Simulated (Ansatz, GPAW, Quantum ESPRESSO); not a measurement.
## CoO: 4 runs at one level of theory

```xyz
2
Lattice="0.0000 2.1315 2.1315 2.1315 0.0000 2.1315 2.1315 2.1315 0.0000" Properties=species:S:1:pos:R:3 pbc="T T T"
Co    0.0000    0.0000    0.0000
O     2.1315    2.1315    2.1315
```

Alike in all runs: task band structure; functional LDA; k mesh 11 × 11 × 11; occupations fermi-dirac, width 0.05 eV; collinear spin, ferromagnetic start; no spin-orbit coupling. The measured crystal is an antiferromagnetic insulator; the state found here is the runs' own. LDA stands for any of its common fits. Pressure is positive in compression and, in plane waves, holds the error of the finite cutoff, which Ansatz's Pulay term estimates and takes out.

| program and potentials | plane-wave cutoff (eV) | notes | pressure (GPa) | net moment per atom (μB) |
| --- | --- | --- | --- | --- |
| Ansatz, Ansatz PAW | 420 | potentials made for PBE, which Ansatz adapts in part; 11.5 valence electrons an atom on average; Pulay term of +0.97 GPa included | -19.20 | 1.44 |
| GPAW, the program's PAW data sets (release 1.2.1) made for this functional | 800 | 7.5 valence electrons an atom on average | -18.57 | 1.44 |
| Quantum ESPRESSO, PseudoDojo 0.4.1 SR LDA standard | 1306 | 11.5 valence electrons an atom on average | -19.82 | 1.44 |
| Ansatz, all-electron LAPW, scalar-relativistic | - | - | -19.31 | 1.44 |

The pressure spans -19.82 (Quantum ESPRESSO, PseudoDojo 0.4.1 SR LDA standard) to -18.57 GPa (GPAW, the program's PAW data sets (release 1.2.1) made for this functional), with all-electron results at -19.31. All agree on the net moment per atom. The cell lies far from this level's equilibrium. The state is the one that the start led to, which needn't be the lowest.

The functional is the same throughout but for its coding, so the spread measures potentials, basis and numerics; runs on potential files found faulty are left out.
